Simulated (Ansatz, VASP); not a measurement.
## One calculation of CO2, two programs

The input INCAR:

```
PREC = Accurate
ENCUT = 520
EDIFF = 1E-6
ISMEAR = 0
SIGMA = 0.1
LREAL = False
LASPH = True
NELM = 100
ALGO = Normal
ISIF = 2
LWAVE = False
LCHARG = False
GGA = PE
NBANDS = 25
```

File KPOINTS:

```
regular mesh
0
Gamma
  4 4 4
```

POSCAR

```
CO2
1.0
    4.2272127900      0.0000000000      0.0000000000
    0.0000000000      4.2272127900      0.0000000000
    0.0000000000      0.0000000000      4.6877715900
C O
2 4
Direct
    0.5000000000      0.5000000000      0.5000000000
    0.0000000000      0.0000000000      0.0000000000
    0.3048268600      0.6951731400      0.5000000000
    0.6951731400      0.3048268600      0.5000000000
    0.1951731400      0.1951731400      0.0000000000
    0.8048268600      0.8048268600      0.0000000000
```

Input for Ansatz:

```yaml
crystal:
  lattice:
    - [4.22721279, 0.0, 0.0]
    - [0.0, 4.22721279, 0.0]
    - [0.0, 0.0, 4.68777159]
  atoms:
    - { symbol: C, position: [0.5, 0.5, 0.5] }
    - { symbol: C, position: [0.0, 0.0, 0.0] }
    - { symbol: O, position: [0.30482686, 0.69517314, 0.5] }
    - { symbol: O, position: [0.69517314, 0.30482686, 0.5] }
    - { symbol: O, position: [0.19517314, 0.19517314, 0.0] }
    - { symbol: O, position: [0.80482686, 0.80482686, 0.0] }
basis:
  ecutwfc: 420
kpoints:
  mp_grid: { grid: [4, 4, 4] }
hamiltonian:
  xc: pbe
scf:
  occupations: { method: gaussian, width: 0.1 }
  lower_state_search: "off"
output:
  forces: true
  stress: true
  eigenvalues: true
```

Alike in both runs: task single point; functional PBE; k mesh 4 × 4 × 4; occupations gaussian, width 0.1 eV; no spin polarisation.

```csv
,VASP,Ansatz
version,VASP 6.6.1,Ansatz 0.2.0
potentials or method,"VASP PAW PBE potentials, release 64 (C, O)","scalar-relativistic, plane waves, PAW"
plane-wave cutoff (eV),520,420
valence electrons in the cell,32,32
```

|  | VASP | Ansatz | Ansatz less VASP |
| --- | --- | --- | --- |
| gap on the k mesh at the Fermi level (eV) | 6.57 | 6.59 | +0.022 |
| least direct gap on the mesh (eV) | 7.04 | 7.06 | +0.023 |
| pressure (GPa) | 4.1 | 2.5 | -1.60 |
| largest component of the traceless stress (GPa) | 2.36 | 0.44 | -1.919 |
| rms of the force components (eV/Å) | 0.368 | 0.065 | -0.3028 |

Atom by atom the forces differ by 0.303 eV/Å (rms over components).

Caveats: the standard files for N, O and F lose accuracy on very short bonds. A k mesh can miss the band edges. A hybrid or GW would open this gap; PBE tends to underestimate it.
